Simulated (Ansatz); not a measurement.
GeO₂ (rutile), relaxed with HSE06 (Ansatz, an electronic-structure program, plane waves, PAW): a = b = 4.409 Å, c = 2.862 Å, α = β = γ = 90.00°.

* **gap (eV)**: 3.82
* **B₀ by P(V) fit (GPa)**: 239

The same phase is relaxed and computed with r²SCAN in the same code. What are the cell and these values now?

a = b = 4.4107 Å, c = 2.8701 Å, α = β = γ = 90.00°.

- gap (eV) = 2.51
- B₀ by P(V) fit (GPa) = 239

All cells were relaxed under the symmetry of their starts (and spin orders); stability against distortions was not tested throughout. Scalar-relativistic: spin–orbit coupling is off unless named, which matters more the heavier the elements.

Potentials: the later of the program's two PAW sets.

Ansatz is a plane-wave DFT program.
